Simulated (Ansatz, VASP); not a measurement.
**Cu (Cu strained to the junction's net) in two plane-wave programs**

Wanted: the spread between two codes on one cell, functional and k mesh. The structure shown is the end of the Ansatz relaxation below.

Calculated with Ansatz 0.2.0; plane waves, with VASP 6.6.1 beside it; PBE with D3(BJ).

### 1. The structure

Symmetry: R-3m, No. 166, trigonal system. The conventional cell has a = 2.460 Å, b = 2.460 Å, c = 6.267 Å, α = 90.00°, β = 90.00°, γ = 120.00°. Nearest to Cu lie 12 Cu at 2.46 to 2.53 Å.

As a file:

```cif
data_structure
_symmetry_space_group_name_H-M 'R-3m:H'
_symmetry_Int_Tables_number 166
_cell_length_a 2.4600
_cell_length_b 2.4600
_cell_length_c 6.2669
_cell_angle_alpha 90.000
_cell_angle_beta 90.000
_cell_angle_gamma 120.000
_cell_volume 32.84
loop_
_atom_site_label
_atom_site_type_symbol
_atom_site_symmetry_multiplicity
_atom_site_Wyckoff_symbol
_atom_site_fract_x
_atom_site_fract_y
_atom_site_fract_z
_atom_site_occupancy
Cu1 Cu 3 a 0.00000 0.00000 0.00000 1
```

### 2. Ansatz: relaxation, PBE with D3(BJ)

Ansatz runs on its default PAW (the set named soft_2) files.

This run makes the geometry at which the two programs are then compared.

File input.yaml:

```yaml
crystal:
  lattice:
    - [2.46, 0.0, 0.0]
    - [-1.23, 2.1304224933, 0.0]
    - [0.0, 0.0, 6.4704641964]
  atoms:
    - { symbol: Cu, position: [0.0, 0.0, 0.0] }
    - { symbol: Cu, position: [0.3333333333, 0.6666666667, 0.3333333333] }
    - { symbol: Cu, position: [0.6666666667, 0.3333333333, 0.6666666667] }
kpoints:
  mp_grid: { grid: [18, 18, 5] }
scf:
  occupations: { method: fermi_dirac, width: 0.1 }
  max_iter: 150
hamiltonian:
  xc: pbe
  dispersion: d3bj
relax:
  f_tol: 0.01
  max_steps: 40
  cell: { fix: [a, b, angles] }
```

The run is started by

```
> ansatz run input.yaml --threads 4 --pin off --max-ram 10240MiB --backend cpu --events-out ev --progress --plain --runs-dir out
```

Numbers of over 12 decimals in the logs are rounded to 6 here.

What it wrote:

```text
Engine: ansatz 0.2.0, aarch64-unknown-linux-gnu
Pseudopotentials: kind: paw
Pseudopotential: Cu, paw, valence charge 19, recommended cutoff 420 eV (normal), Cu.paw.azcp
Functional definition: PBE
  parameter kappa = 0.804
  parameter beta = 0.066725
  exchange = pbe_x(kappa = kappa, mu = beta*pi^2/3)
  correlation = pbe_c(beta = beta)
Crystal: 3 atoms, lattice volume = 33.911 Å³
Basis set: ecut = 420 eV, 639 PW (Γ), exchange–correlation on 36×36×90 points (8 copies of the dense FFT grid, shifted against one another)
Bands: 35, of which v1, the nominal top of the filled ones, is band 29 counted from 1 (28 counted from 0)
Symmetry: 36 space group operations
Space group: R-3m (ITA 166), of the structure as read, at distance tolerance 3.2e-5 Å
k-points: 165 of 1620
Non-local potential: Cu, projectors of the file, l = 0: 3, l = 1: 2, l = 2: 3, l = 3: 1
PAW form: soft (Blöchl's): semilocal exchange-correlation on the pseudo side does not see the compensation charge
PAW one-centre angular grid: Cu, 590 points (default); XC on 64 Gauss nodes
Initial density: superposition of atomic densities (neutral atoms: chi_scale 0, normalization atom), corrected by the library's trained network
Initial wavefunctions: pseudopotential atomic-orbital guess
Functional: x = pbe(κ = 0.804, μ = 0.219515), c = pbe(β = 0.066725)
SCF iter   1: F=—  HF=-19877.239304 eV  |F-HF|=—  |Δ(HF+E_count)|=         —  Δρ=1.02e-3  dr2=1.34e-4  ethr=1.77e-3  ⟨swp⟩=5.2  Hψ=19028  notcnv=0  defer=60
preconditioner: auto → Kerker (q_TF=auto, 2.975 Å⁻¹)  [metal: Δε(μ)=0.046 eV  Ē_g=11.731 eV  σ=0.100 eV  W_gap=0.12  n_scr=12 (ndim 8)  ℏωp=36.6 eV  f_vac=0.000  D(μ)=0.97/eV (n_scr^D=4)]
SCF iter   2: F=—  HF=-19877.239874 eV  |F-HF|=—  |Δ(HF+E_count)|=   5.70e-4  Δρ=5.78e-4  dr2=4.86e-5  ethr=2.35e-7  ⟨swp⟩=3.0  Hψ=14243  notcnv=0  defer=64
SCF iter   3: F=—  HF=-19877.239921 eV  |F-HF|=—  |Δ(HF+E_count)|=   4.73e-5  Δρ=2.05e-4  dr2=6.03e-6  ethr=8.52e-8  ⟨swp⟩=2.0  Hψ=8308  notcnv=0  defer=64
SCF iter   4: F=—  HF=-19877.239919 eV  |F-HF|=—  |Δ(HF+E_count)|=   1.83e-6  Δρ=9.65e-5  dr2=2.30e-6  ethr=1.06e-8  ⟨swp⟩=2.0  Hψ=9807  notcnv=0  defer=64
SCF iter   5: F=—  HF=-19877.239919 eV  |F-HF|=—  |Δ(HF+E_count)|=   1.59e-7  Δρ=4.63e-5  dr2=5.51e-7  ethr=4.04e-9  ⟨swp⟩=1.0  Hψ=5566  notcnv=0  defer=64
SCF iter   6: F=-19877.239919 eV  HF=-19877.239919 eV  |F-HF|=2.74e-8  |Δ(HF+E_count)|=   2.21e-8  Δρ=1.06e-5  dr2=3.15e-8  ethr=1.75e-10  ⟨swp⟩=3.1  Hψ=21736  notcnv=0
SCF 1 converged in 6 iterations: F = -19877.239919 eV  dr2 = 3.15e-8
  greatest PAW one-centre occupation: 1.000 electrons in one spin orbital (limit 2), on the Cu atom at site 2 (counted from 0), in its partial waves of l = 0
relax step   1: F+E_penalty+E_count = -19877.23991913 eV  Δ(F+E_penalty+E_count) = +0.000e0 eV  max|allowed force component| = 5.671e-27 eV/Å  Δτ_max = 0.0000 Å  P = +1.194 GPa  Ω = 33.911 Å³  fix = [a, b, alpha, beta, gamma]  reactions: a +6.257, b +6.257 GPa  (6 SCF iters, dr2 threshold 1.00e-7 eV, accepted)
[...]
relax step   2: F+E_penalty+E_count = -19877.26183427 eV  Δ(F+E_penalty+E_count) = -2.192e-2 eV  max|allowed force component| = 4.760e-28 eV/Å  Δτ_max = 0.0000 Å  P = +3.330 GPa  Ω = 33.425 Å³  energy of the carried Pulay correction = +3.891e-4 eV  fix = [a, b, alpha, beta, gamma]  reactions: a +7.586, b +7.586 GPa  (6 SCF iters, dr2 threshold 3.00e-7 eV, accepted)
[...]
relax step   3: F+E_penalty+E_count = -19877.27181112 eV  Δ(F+E_penalty+E_count) = -9.977e-3 eV  max|allowed force component| = 8.845e-28 eV/Å  Δτ_max = 0.0000 Å  P = +6.755 GPa  Ω = 32.754 Å³  energy of the carried Pulay correction = +9.385e-4 eV  fix = [a, b, alpha, beta, gamma]  reactions: a +9.706, b +9.706 GPa  (6 SCF iters, dr2 threshold 3.00e-7 eV, accepted)
[...]
relax step   4: F+E_penalty+E_count = -19877.27197108 eV  Δ(F+E_penalty+E_count) = -1.600e-4 eV  max|allowed force component| = 2.680e-27 eV/Å  Δτ_max = 0.0000 Å  P = +6.260 GPa  Ω = 32.844 Å³  energy of the carried Pulay correction = +8.639e-4 eV  fix = [a, b, alpha, beta, gamma]  reactions: a +9.399, b +9.399 GPa  (6 SCF iters, dr2 threshold 3.00e-7 eV, accepted)
[...]
relax step   5: F+E_penalty+E_count = -19877.27087708 eV  Δ(F+E_penalty+E_count) = +1.094e-3 eV  max|allowed force component| = 7.109e-29 eV/Å  Δτ_max = 0.0000 Å  P = +6.298 GPa  Ω = 32.844 Å³  fix = [a, b, alpha, beta, gamma]  reactions: a +9.423, b +9.423 GPa  stress off target by 4.60e-2 GPa on what of the cell is left free  SCF on the basis re-selected at this cell (its energy is not comparable with the rows above)  (6 SCF iters)
basis re-selected at this cell: Δ(F+E_penalty+E_count) = +1.094e-3 eV, ΔP = +0.037 GPa vs the last step (what re-selecting the basis moved, of the pressure what is left beyond the Pulay correction that the steps carried, after the strain that the cell walked since its last selection, with what the two solves' SCF thresholds leave and, on support functions, any second-order correction that the steps lacked; it is no m [...]
SCF converged after 6 iterations
Free energy (F): -19877.270877 eV
Harris-Foulkes:  -19877.270877 eV  (|F-HF|=0.00e0)
Internal energy: -19877.240819 eV  (E = F + TS)
E sigma→0 (E₀):  -19877.255848 eV
Entropy (-TS):   -0.030058 eV (-10.019 meV/atom)
Fermi energy:    18.508566 eV
--- Per-component energies (eV) ---
  E_band       = -993.704898
  E_kinetic    = 903.127784
  E_local      = -11732.865056  (includes V_loc(G=0)·N_el)
  E_nonlocal   = 1166.757705
  E_hartree    = 5184.252450
  E_xc         = -270.929363
  E_vxc        = -349.798361  (∫ρ·V_xc dr)
  E_paw        = -4985.434316  (= ΣΔE_a)
  E_vpaw       = -1349.432674  (= ΣTr[D̂ρ^β])
  E_aug_tail   = 0.000850  (compensation charges beyond the density's cutoff)
  E_ewald      = -10140.258089
  E_disp       = -1.892784  (pairwise vdW)
  E_smearing   = -0.030058  (= −TS)
  E_closure    = -0.000000  (closes the sum)
  Σ components = -19877.270877   (vs F -19877.270877, Δ=0.00e0)
--- Forces (eV/Å), atoms counted from 1 ---
  atom   1  Cu    -0.00000000    -0.00000000     0.00000000
  atom   2  Cu    -0.00000000    -0.00000000     0.00000000
  atom   3  Cu    -0.00000000     0.00000000     0.00000000
  max |Σ_I F_I| component: 2.00e-28 eV/Å
--- Stress (GPa, compression-positive) ---
        9.423334      -0.000000       0.000000
        0.000000       9.423334      -0.000000
        0.000000      -0.000000       0.045982
  P = ⅓ Tr σ = 6.2976 GPa (62.976 kbar)
--- Relaxed structure (4 steps of the walk, 4 accepted, 1 SCFs on fresh bases) ---
  F+E_penalty+E_count = -19877.27087708 eV   max|allowed force component| = 7.109e-29 eV/Å   (the final SCF, on the basis selected at the relaxed cell)
  cell:  # Å, volume = 32.8438 Å³
    - [2.460000, 0, 0]
    - [-1.230000, 2.130422, 0]
    - [0, 0, 6.266896]
  atoms:
    - { symbol: Cu, position: [0, 0, 0] }
    - { symbol: Cu, position: [0.333333, 0.666667, 0.333333] }
    - { symbol: Cu, position: [0.666667, 0.333333, 0.666667] }
```

The column dr2 measures how far the density is from self-consistency, as an energy; F and HF (Harris–Foulkes) agree once it is small.

### 3. VASP: single point, PBE with D3(BJ)

The same cell, functional, mesh and smearing now go to VASP, with its own data sets.

Lines of VASP's logs that name or quote its potential files are left out, and so is its time.

File INCAR:

```
SYSTEM = Cu
PREC = Accurate
ENCUT = 600
EDIFF = 1E-06
NELM = 120
ISMEAR = -1
SIGMA = 0.1
LREAL = .FALSE.
ALGO = Normal
GGA = PE
IVDW = 12
NBANDS = 22
LASPH = .TRUE.
LORBIT = 11
LWAVE = .FALSE.
LCHARG = .FALSE.
ISIF = 2
GGA_COMPAT = .FALSE.
```

File POSCAR:

```
Cu
1.0
    2.4600000000      0.0000000000      0.0000000000
   -1.2300000000      2.1304224933      0.0000000000
    0.0000000000      0.0000000000      6.2668963246
Cu
3
Direct
    0.0000000000      1.0000000000      0.0000000000
    0.3333333333      0.6666666667      0.3333333333
    0.6666666667      0.3333333333      0.6666666667
```

File KPOINTS:

```
Automatic mesh
0
Gamma
18 18 5
0 0 0
```

PAW data sets: Cu (PBE family, release 64).

The run is started by

```
> mpirun -np 1 vasp_std
```

What it wrote:

```text
[banner, memory and clock lines left out]
running    1 mpi-ranks, on    1 nodes
 distrk:  each k-point on    1 cores,    1 groups
 distr:  one band on    1 cores,    1 groups

 POSCAR found type information on POSCAR Cu
 POSCAR found :  1 types and       3 ions
 LDA part: xc-table for (Slater+PW92), standard interpolation
 POSCAR, INCAR and KPOINTS ok, starting setup
 FFT: planning ... GRIDC
 FFT: planning ... GRID_SOFT
 FFT: planning ... GRID
 WAVECAR not read
 entering main loop
       N       E                     dE             d eps       ncg     rms          rms(c)
DAV:   1     0.231858633313E+03    0.23186E+03   -0.16571E+04  7844   0.302E+03
DAV:   2     0.128726204333E+01   -0.23057E+03   -0.22106E+03  7266   0.386E+02
DAV:   3    -0.135870992074E+02   -0.14874E+02   -0.13870E+02  8226   0.147E+02
DAV:   4    -0.138194163912E+02   -0.23232E+00   -0.23208E+00  8714   0.230E+01
DAV:   5    -0.138226428912E+02   -0.32265E-02   -0.32264E-02  9370   0.251E+00    0.135E+01
DAV:   6    -0.119484159177E+02    0.18742E+01   -0.21993E+01  7886   0.118E+02    0.595E+00
DAV:   7    -0.110676004927E+02    0.88082E+00   -0.37456E+00  8468   0.468E+01    0.999E-01
DAV:   8    -0.110331049521E+02    0.34496E-01   -0.43530E-02  9468   0.268E+00    0.586E-01
DAV:   9    -0.110268355357E+02    0.62694E-02   -0.11511E-02  8928   0.264E+00    0.223E-02
DAV:  10    -0.110269009396E+02   -0.65404E-04   -0.45405E-04  9282   0.226E-01    0.720E-03
DAV:  11    -0.110269006826E+02    0.25700E-06   -0.61853E-06  9560   0.253E-02
   1 F= -.12919226E+02 E0= -.12904481E+02  d E =-.294912E-01
```

OUTCAR, selected parts (step 3):

```text
ion  position               nearest neighbor table
   1  0.000  0.000  0.000-   2 2.53   3 2.53   2 2.53   3 2.53   3 2.53   2 2.53
   2  0.333  0.667  0.333-   1 2.53   1 2.53   1 2.53   3 2.53   3 2.53   3 2.53
   3  0.667  0.333  0.667-   1 2.53   1 2.53   1 2.53   2 2.53   2 2.53   2 2.53

  LATTYP: Found a hexagonal cell.
 ALAT       =     2.4600000000
 C/A-ratio  =     2.5475188311

 Subroutine GETGRP returns: Found 12 space group operations
 (whereof 12 operations were pure point group operations)

The static configuration has the point symmetry D_3d.

 Found    165 irreducible k-points:

   k-points           NKPTS =    165   k-points in BZ     NKDIM =    165   number of bands    NBANDS=     22

   dimension x,y,z NGX =    20 NGY =   20 NGZ =   50
   dimension x,y,z NGXF=    40 NGYF=   40 NGZF=  100

   ENCUT  =  600.0 eV  44.10 Ry    6.64 a.u.   4.91  4.91 12.52*2*pi/ulx,y,z

   NELECT =      33.0000    total number of electrons

 k-points in reciprocal lattice and weights: Automatic mesh
   0.00000000  0.00000000  0.00000000       0.001
   0.05555556 -0.00000000  0.00000000       0.004
   0.11111111 -0.00000000  0.00000000       0.004
   0.16666667 -0.00000000  0.00000000       0.004
   0.22222222 -0.00000000  0.00000000       0.004
   0.27777778 -0.00000000  0.00000000       0.004
   0.33333333 -0.00000000  0.00000000       0.004
   0.38888889 -0.00000000  0.00000000       0.004
   0.44444444 -0.00000000  0.00000000       0.004
[...]
-0.27777778 -0.38888889  0.40000000       0.007
   0.33333333  0.33333333  0.40000000       0.002

 average (electrostatic) potential at core
       1 -62.9090       2 -62.9090       3 -62.9090

 E-fermi :   8.5985

 k-point     1 :       0.0000    0.0000    0.0000
  band No.  band energies     occupation
    ...
     14       6.2277      2.00000
     15       6.5723      2.00000
     16       6.5723      2.00000
     17       6.5723      2.00000
     18       6.5723      2.00000
     19      16.8522      0.00000
     20      16.8522      0.00000
     21      31.4560      0.00000
     22      31.5286      0.00000

 k-point     2 :       0.0556   -0.0000    0.0000
  band No.  band energies     occupation
    ...
     14       6.2263      2.00000
     15       6.4777      2.00000
     16       6.5986      2.00000
     17       6.6537      2.00000
     18       6.7611      2.00000
     19      16.9319      0.00000
     20      16.9337      0.00000
     21      29.6782      0.00000
     22      30.8587      0.00000

 k-point     3 :       0.1111   -0.0000    0.0000
  band No.  band energies     occupation
    ...
     14       6.2278      2.00000
     15       6.3751      2.00000
     16       6.7196      2.00000
     17       6.8084      2.00000
     18       7.0840      2.00000
     19      17.1686      0.00000
     20      17.1825      0.00000
     21      26.8287      0.00000
     22      29.5796      0.00000

 Edisp (eV)   -1.89233

  Total       2.09181     2.09181     0.16795    -0.00000     0.00000     0.00000
  in kB     102.04233   102.04233     8.19293    -0.00000     0.00000     0.00000
  external pressure =       70.76 kB  Pullay stress =        0.00 kB

  energy-cutoff  :      600.00
  volume of cell :       32.84
      direct lattice vectors                 reciprocal lattice vectors
     2.460000000  0.000000000  0.000000000     0.406504065  0.234695231  0.000000000
    -1.230000000  2.130422493  0.000000000     0.000000000  0.469390463  0.000000000
     0.000000000  0.000000000  6.266896325     0.000000000  0.000000000  0.159568620

 POSITION                                       TOTAL-FORCE (eV/Angst)
 -----------------------------------------------------------------------------------
      0.00000      0.00000      0.00000         0.000000      0.000000     -0.000000
     -0.00000      1.42028      2.08897         0.000000      0.000000     -0.000000
      1.23000      0.71014      4.17793        -0.000000     -0.000000      0.000000
 -----------------------------------------------------------------------------------
    total drift:                               -0.000000      0.000000      0.000000

  FREE ENERGIE OF THE ION-ELECTRON SYSTEM (eV)
  ---------------------------------------------------
  free  energy   TOTEN  =       -12.9192261873 eV

  energy  without entropy=      -12.8897350076  energy(sigma->0) =      -12.90448060

 total charge
# of ion       s       p       d       tot
------------------------------------------
    1        0.475   0.440   9.182  10.097
    2        0.475   0.440   9.182  10.097
    3        0.475   0.440   9.182  10.097
--------------------------------------------------
tot          1.425   1.320  27.547  30.292

[... 3 further parts left out ...]
```

Dispersion corrections of this kind ignore metallic screening and tend to overbind metals.

### 4. Differences

Known differences besides the potentials themselves: the data sets hold 57 valence electrons in Ansatz (on its default PAW (the set named soft_2) files) and 33 in VASP; the cutoff is 420 eV in Ansatz and 600 eV in VASP; Ansatz's pressure holds a Pulay correction, VASP's none. Total energies have different zeros and are not compared.

Both answers:

```tsv
quantity	Ansatz	VASP	difference
pressure (GPa)	6.30	7.08	-0.78
```

### 5. Outcome

| Property | Result |
| --- | --- |
| difference in pressure (single point, PBE with D3(BJ)) | -0.78 GPa |

In words: The difference in pressure is -0.78 GPa (single point, PBE with D3(BJ)), within the 1 GPa picked in this series as the mark of a large difference. The data sets hold unlike numbers of valence electrons (57 in Ansatz and 33 in VASP), so part of the differences may come from the potentials. Such differences can come from data sets, numerical settings and the points named under the comparisons, not from the functional's error against experiment.

[Lines on the potential files, build, host, timing and source positions are cut from VASP's logs without a mark.]

[Logs are printed without paths, hosts, clocks, repeated set-up lines and the standing remarks that a program may print on its own settings, such as how far it seeks lower states.]

[Hosts, paths, dates, database ids (printed as entryN), source tags and the programs' standing remarks are cut or masked in the printed files.]
